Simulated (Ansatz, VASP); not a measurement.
# One calculation of MgS, two programs

Contents of POSCAR:

```
MgS
1.0
    3.6454348054      0.0000000000      0.0000000000
   -1.8227174027      3.1570391493      0.0000000000
    0.0000000000      0.0000000000      5.9180597119
Mg S
2 2
Direct
    0.0000000000      0.0000000000      0.0000000000
    0.0000000000      0.0000000000      0.5000000000
    0.3333333333      0.6666666667      0.2500000000
    0.6666666667      0.3333333333      0.7500000000
```

File INCAR.step1:

```
PREC = Accurate
ENCUT = 520
EDIFF = 1E-5
ISMEAR = 0
SIGMA = 0.01
LREAL = F
LASPH = T
NELM = 100
ALGO = Normal
ISIF = 2
LWAVE = T
LCHARG = F
GGA = PE
NBANDS = 16
```

INCAR.step2

```
PREC = Accurate
ENCUT = 520
EDIFF = 1E-6
ISMEAR = 0
SIGMA = 0.01
LREAL = F
LASPH = T
NELM = 100
ALGO = Normal
ISIF = 2
LWAVE = F
LCHARG = F
GGA = PE
LHFCALC = T
HFSCREEN = 0.2079
PRECFOCK = Normal
ISTART = 1
NBANDS = 16
```

Contents of KPOINTS:

```
regular mesh
0
Gamma
  6 6 4
```

Input for Ansatz:

```yaml
crystal:
  lattice:
    - [3.6454348054, 0.0, 0.0]
    - [-1.8227174027, 3.1570391493, 0.0]
    - [0.0, 0.0, 5.9180597119]
  atoms:
    - { symbol: Mg, position: [0.0, 0.0, 0.0] }
    - { symbol: Mg, position: [0.0, 0.0, 0.5] }
    - { symbol: S, position: [0.3333333333, 0.6666666667, 0.25] }
    - { symbol: S, position: [0.6666666667, 0.3333333333, 0.75] }
kpoints:
  mp_grid: { grid: [6, 6, 4] }
  band_path:
    path:
      - [0.0, 0.0, 0.0]
      - [0.5, 0.0, 0.0]
      - [0.3333333333, 0.3333333333, 0.0]
      - [0.0, 0.0, 0.5]
      - [0.5, 0.0, 0.5]
      - [0.3333333333, 0.3333333333, 0.5]
    npoints: 1
hamiltonian:
  xc: hse06
scf:
  occupations: { method: fixed }
  n_extra_bands: 5
output:
  forces: true
  stress: true
  eigenvalues: true
```

Change from the starting cell: uniaxial_z strain -3.7%.

Alike in both runs: task single point; functional HSE06; k mesh 6 × 6 × 4; no spin polarisation.

```csv
,VASP,Ansatz
version,VASP 6.6.1,Ansatz 0.2.0
potentials or method,"VASP PAW PBE potentials, release 64 (Mg, S)","plane waves, PAW"
plane-wave cutoff (eV),520,420
occupations,"gaussian, width 0.01 eV",fixed
valence electrons in the cell,16,32
```

|  | VASP | Ansatz | Ansatz less VASP |
| --- | --- | --- | --- |
| gap on the k mesh at the Fermi level (eV) | 4.54 | 4.59 | +0.049 |
| pressure (GPa) | 2.7 | 3.0 | +0.33 |
| largest component of the traceless stress (GPa) | 4.07 | 4.13 | +0.054 |

The two sets of potentials don't hold the same shells in valence. Ansatz warned: «stress_exchange_threshold_loose».

Caveats: the PAW data sets were made with another functional, which shifts forces and pressure a little (VASP). A k mesh can miss the band edges.
